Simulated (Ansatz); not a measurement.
# Nb(100) / 1 layer Pb(100) / Nb(100): resistance against film thickness, part 2 of 2

How does the resistance across the layers grow with the film in Nb(100) / 1 layer Pb(100) / Nb(100)?

Ansatz 0.2.0; Ansatz plane-wave DFT, PBEsol, PAW files; ballistic transport by layer matching (Landauer), zero bias; PAW set soft_1 (the session's first sound run).

So far. Step 4 (With 5 layers, k-mesh 11×11×1, film layers 5): The conductance of the junction is 4.4e14 S/m², 1.1 % under the 4.4e14 S/m² of the last finished run, within the error estimates, leads' steps apart, of 11 and 8.9 %. The estimate from the leads' steps, 137 %, is larger still.

### Step 5. With 7 layers, k-mesh 11×11×1, film layers 7

The stack now holds 7 film layers; the k-mesh follows the cell, and the energies span -0.27 to 0.27 eV.

System of this step: Nb(100) / 7 layers Pb(100) / Nb(100). The cell holds 18 atoms: 11 Nb and 7 Pb. Its edges and angles: a = 3.306 Å, b = 3.306 Å, c = 37.610 Å, α = 90.0°, β = 90.0°, γ = 90.0°. It derives from Nb and Pb. Regions: lead, 11 atoms (11 Nb); films, 7 atoms (7 Pb). The structure is stacked along c, and the current runs across the ab planes.

input.yaml

```yaml
crystal:
  lattice:
    - [3.3063, 0.0, 0.0]
    - [0.0, 3.3063, 0.0]
    - [0.0, 0.0, 37.6104843599]
  atoms:
    - { symbol: Nb, position: [0.0, 0.0, 0.0219772495] }
    - { symbol: Nb, position: [0.5, 0.5, 0.0659317486] }
    - { symbol: Nb, position: [0.0, 0.0, 0.1098862477] }
    - { symbol: Nb, position: [0.5, 0.5, 0.1538407468] }
    - { symbol: Nb, position: [0.0, 0.0, 0.1977952458] }
    - { symbol: Pb, position: [0.5, 0.5, 0.256665389] }
    - { symbol: Pb, position: [0.0, 0.0, 0.3304511761] }
    - { symbol: Pb, position: [0.5, 0.5, 0.4042369633] }
    - { symbol: Pb, position: [0.0, 0.0, 0.4780227505] }
    - { symbol: Pb, position: [0.5, 0.5, 0.5518085376] }
    - { symbol: Pb, position: [0.0, 0.0, 0.6255943248] }
    - { symbol: Pb, position: [0.5, 0.5, 0.699380112] }
    - { symbol: Nb, position: [0.0, 0.0, 0.7582502551] }
    - { symbol: Nb, position: [0.5, 0.5, 0.8022047542] }
    - { symbol: Nb, position: [0.0, 0.0, 0.8461592532] }
    - { symbol: Nb, position: [0.5, 0.5, 0.8901137523] }
    - { symbol: Nb, position: [0.0, 0.0, 0.9340682514] }
    - { symbol: Nb, position: [0.5, 0.5, 0.9780227505] }
kpoints:
  mp_grid: { grid: [11, 11, 1] }
hamiltonian:
  xc: pbesol
  pseudopotentials: { kind: paw, azcp: { folder: soft_1 }, xc_functional: pbe }
scf:
  occupations: { method: fermi_dirac, width: 0.1 }
output:
  transmission:
    leads: [[0, 1]]
    kmesh: [22, 22]
    e_range: [-0.27, 0.27]
    de: 0.036
  write_potential: true
  write_density: true
  volumetric_format: npy
```

On the command line:

```
$ ansatz run input.yaml --threads 4 --pin off --max-ram 8192MiB --backend cpu --events-out ev --progress --plain --runs-dir out
```

It took 2.6 min on 4 threads of Intel Xeon Platinum 8375C at 2.90GHz (Ice Lake), shared host; peak memory 1.9 GiB.

Numbers from this step:

| Quantity | Value |
| --- | --- |
| free energy | -131749.2243 eV |
| energy at zero smearing | -131748.9065 eV |
| Fermi energy | 14.20 eV |
| step of the lead's potential | 10.8 meV |
| ballistic conductance of the lead | 1.91e15 S/m² |
| estimated errors of the lead's conductance | 0, 3.6, 1.9 % (band edges, k-mesh, distance from neutral) |
| lead conductance per cell | 2.698 G₀ |
| conductance of the junction | 3.81e14 S/m² |
| junction conductance per cell | 0.5379 G₀ |
| estimated errors of the junction's conductance | 0.6, 0, 10.2, 415.7, 1.4 % (energy step, band edges, k-mesh, leads' steps, distance from neutral) |
| area resistance that the stack adds (contact term taken off, spin by spin) | 2.100 fΩ m² |

Per spin. The transmission, zone mean by energy, zero at the Fermi level:

```
energy (eV)  transmission, zone mean
     -0.270                    0.552
     -0.234                    0.586
     -0.198                    0.604
     -0.162                    0.608
     -0.126                    0.579
     -0.090                    0.593
     -0.054                    0.549
     -0.018                    0.538
      0.018                    0.539
      0.054                    0.510
      0.090                    0.497
      0.126                    0.510
      0.162                    0.476
      0.198                    0.464
      0.234                    0.455
      0.270                    0.398
```

The conductance of the junction is 3.8e14 S/m², 13 % under the 4.4e14 S/m² of the last finished run, no more than the error estimates, leads' steps apart, of 8.9 and 10 % together. The estimate from the leads' steps, 416 %, is larger still.

### Step 6. With 9 layers, k-mesh 11×11×1, film layers 9

The stack now holds 9 film layers; the k-mesh follows the cell, and the energies span -0.27 to 0.27 eV.

System of this step: Nb(100) / 9 layers Pb(100) / Nb(100). The cell holds 20 atoms: 11 Nb and 9 Pb. Its edges and angles: a = 3.306 Å, b = 3.306 Å, c = 43.161 Å, α = 90.0°, β = 90.0°, γ = 90.0°. It derives from Nb and Pb. Regions: lead, 11 atoms (11 Nb); films, 9 atoms (9 Pb). The structure is stacked along c, and the current runs across the ab planes.

input.yaml, the sections that differ from step 5:

```yaml
crystal:
  lattice:
    - [3.3063, 0.0, 0.0]
    - [0.0, 3.3063, 0.0]
    - [0.0, 0.0, 43.1607227484]
  atoms:
    - { symbol: Nb, position: [0.0, 0.0, 0.0191510926] }
    - { symbol: Nb, position: [0.5, 0.5, 0.0574532779] }
    - { symbol: Nb, position: [0.0, 0.0, 0.0957554632] }
    - { symbol: Nb, position: [0.5, 0.5, 0.1340576485] }
    - { symbol: Nb, position: [0.0, 0.0, 0.1723598338] }
    - { symbol: Pb, position: [0.5, 0.5, 0.223659591] }
    - { symbol: Pb, position: [0.0, 0.0, 0.2879569201] }
    - { symbol: Pb, position: [0.5, 0.5, 0.3522542492] }
    - { symbol: Pb, position: [0.0, 0.0, 0.4165515783] }
    - { symbol: Pb, position: [0.5, 0.5, 0.4808489074] }
    - { symbol: Pb, position: [0.0, 0.0, 0.5451462364] }
    - { symbol: Pb, position: [0.5, 0.5, 0.6094435655] }
    - { symbol: Pb, position: [0.0, 0.0, 0.6737408946] }
    - { symbol: Pb, position: [0.5, 0.5, 0.7380382237] }
    - { symbol: Nb, position: [0.0, 0.0, 0.7893379809] }
    - { symbol: Nb, position: [0.5, 0.5, 0.8276401662] }
    - { symbol: Nb, position: [0.0, 0.0, 0.8659423515] }
    - { symbol: Nb, position: [0.5, 0.5, 0.9042445368] }
    - { symbol: Nb, position: [0.0, 0.0, 0.9425467221] }
    - { symbol: Nb, position: [0.5, 0.5, 0.9808489074] }
# kpoints, hamiltonian, scf, output: as in step 5
```

Wall time 2.7 min (4 threads); peak memory 2.3 GiB.

This step gave:

```yaml
free_energy: -155263.5095 eV
energy_at_zero_smearing: -155263.1724 eV
fermi_energy: 13.79 eV
step_of_the_lead_s_potential: 10.9 meV
ballistic_conductance_of_the_lead: 1.92e15 S/m²
estimated_errors_of_the_lead_s_conductance: 0, 3.6, 1.7 % (band edges, k-mesh, distance from neutral)
lead_conductance_per_cell: 2.703 G₀
conductance_of_the_junction: 4.07e14 S/m²
junction_conductance_per_cell: 0.5736 G₀
estimated_errors_of_the_junction_s_conductance: 0.9, 0, 12.2, 303.6, 0.2 % (energy step, band edges, k-mesh, leads' steps, distance from neutral)
area_resistance_that_the_stack_adds_contact_term_taken_off_spin_by_spin: 1.938 fΩ m²
```

Per spin. Transmission, zone mean against energy, zero at the Fermi level:

```
energy (eV)  transmission, zone mean
     -0.270                    0.565
     -0.234                    0.538
     -0.198                    0.538
     -0.162                    0.548
     -0.126                    0.539
     -0.090                    0.578
     -0.054                    0.591
     -0.018                    0.568
      0.018                    0.582
      0.054                    0.567
      0.090                    0.524
      0.126                    0.517
      0.162                    0.530
      0.198                    0.505
      0.234                    0.447
      0.270                    0.375
```

The conductance of the junction is 4.1e14 S/m², 6.6 % over the 3.8e14 S/m² of the last finished run, within the error estimates, leads' steps apart, of 10 and 12 %. The estimate from the leads' steps, 304 %, is larger still.

### Step 7. Cost and result by level

Times are for 4 threads of Intel Xeon Platinum 8375C at 2.90GHz (Ice Lake), shared host. The series side by side:

```
no.  film layers  area resistance that the stack adds (contact term taken off, spin by spin) (fΩ m²)  conductance of the junction (S/m²)     time  memory (GiB)
  1            1                                                                               1.980                             4.00e14  3.1 min           1.2
  2            3                                                                               1.731                             4.44e14  1.8 min           1.2
  3            5                                                                               1.755                             4.39e14    2 min           1.5
  4            7                                                                               2.100                             3.81e14  2.6 min           1.9
  5            9                                                                               1.938                             4.07e14  2.7 min           2.3
```

### Step 8. With 3 layers

A repeat with a changed input, to see how far the result depends on it.

This step: Ansatz plane-wave DFT, PBEsol, PAW files; ballistic transport by layer matching (Landauer), zero bias; changed: output.transmission.kmesh = [33, 33], output.transmission.e_range = [0, 2], output.transmission.de = 0.05; PAW set soft_1 (Ansatz 0.2.0).

System of this step: Nb(100) / 3 layers Pb(100) / Nb(100). The cell holds 14 atoms: 11 Nb and 3 Pb. Cell: a = 3.306 Å, b = 3.306 Å, c = 26.510 Å, α = 90.0°, β = 90.0°, γ = 90.0°. It derives from Nb and Pb. Regions: lead, 11 atoms (11 Nb); films, 3 atoms (3 Pb). The structure is stacked along c, and the current runs across the ab planes.

input.yaml

```yaml
crystal:
  lattice:
    - [3.3063, 0.0, 0.0]
    - [0.0, 3.3063, 0.0]
    - [0.0, 0.0, 26.5100075828]
  atoms:
    - { symbol: Nb, position: [0.0, 0.0, 0.0311797346] }
    - { symbol: Nb, position: [0.5, 0.5, 0.0935392037] }
    - { symbol: Nb, position: [0.0, 0.0, 0.1558986729] }
    - { symbol: Nb, position: [0.5, 0.5, 0.218258142] }
    - { symbol: Nb, position: [0.0, 0.0, 0.2806176112] }
    - { symbol: Pb, position: [0.5, 0.5, 0.364138319] }
    - { symbol: Pb, position: [0.0, 0.0, 0.4688202654] }
    - { symbol: Pb, position: [0.5, 0.5, 0.5735022119] }
    - { symbol: Nb, position: [0.0, 0.0, 0.6570229197] }
    - { symbol: Nb, position: [0.5, 0.5, 0.7193823888] }
    - { symbol: Nb, position: [0.0, 0.0, 0.781741858] }
    - { symbol: Nb, position: [0.5, 0.5, 0.8441013271] }
    - { symbol: Nb, position: [0.0, 0.0, 0.9064607963] }
    - { symbol: Nb, position: [0.5, 0.5, 0.9688202654] }
kpoints:
  mp_grid: { grid: [11, 11, 1] }
hamiltonian:
  xc: pbesol
  pseudopotentials: { kind: paw, azcp: { folder: soft_1 }, xc_functional: pbe }
scf:
  occupations: { method: fermi_dirac, width: 0.1 }
output:
  transmission: { leads: [[0, 1]], kmesh: [33, 33], e_range: [0, 2], de: 0.05 }
  write_potential: true
  write_density: true
  volumetric_format: npy
```

It took 4.1 min on 4 threads; peak memory 1.3 GiB; 15 min of CPU time.

This step gave:

- free energy: -84720.6301 eV
- energy at zero smearing: -84720.3396 eV
- Fermi energy: 15.57 eV
- step of the lead's potential: 9.5 meV

Per spin. The transmission, zone mean by energy, zero at the Fermi level:

```
energy (eV)  transmission, zone mean
      0.000                    0.646
      0.050                    0.588
      0.150                    0.444
      0.200                    0.390
      0.300                    0.326
      0.350                    0.325
      0.400                    0.308
      0.500                    0.311
      0.550                    0.288
      0.600                    0.299
      0.700                    0.227
      0.750                    0.208
      0.850                    0.213
      0.900                    0.243
      0.950                    0.238
      1.050                    0.295
      1.100                    0.308
      1.150                    0.317
      1.250                    0.297
      1.300                    0.286
      1.400                    0.280
      1.450                    0.268
      1.500                    0.237
      1.600                    0.179
      1.650                    0.183
      1.700                    0.198
      1.800                    0.191
      1.850                    0.196
      1.950                    0.231
      2.000                    0.241
```

With these settings the solved energies don't cover or resolve the Fermi function, so the program prints no conductance.

### Step 9. Outcome

| Quantity | Value |
| --- | --- |
| area resistance, 1 layer | 1.98 fΩ m² |
| area resistance, 3 layers | 1.73 fΩ m² |
| area resistance, 5 layers | 1.76 fΩ m² |
| area resistance, 7 layers | 2.10 fΩ m² |
| area resistance, 9 layers | 1.94 fΩ m² |

The stack adds 2.0 fΩ m² with 1 layer and 1.9 fΩ m² with 9. From 3 layers on no step exceeds the two runs' error estimates together, as expected where only the two interfaces scatter; half the mean, 0.94 fΩ m², is a rough coherent figure for one interface. Atoms sit on ideal sites and aren't relaxed. Spin-orbit coupling is left out, which matters for Pb. The program's error estimates for the conductances, leads' steps apart, run from 8.5 to 12 %. The program's estimate of the error from the leads' steps alone runs to 416 %, although the steps are small; only longer leads would test it. Pb(100) is compressed by 5.6 % in plane to fit Nb(100).

[Logs are printed without paths, hosts, clocks, repeated set-up lines and the standing remarks that a program may print on its own settings, such as how far it seeks lower states.]

[Hosts, paths, dates, database ids (printed as entryN), source tags and the programs' standing remarks are cut or masked in the printed files.]
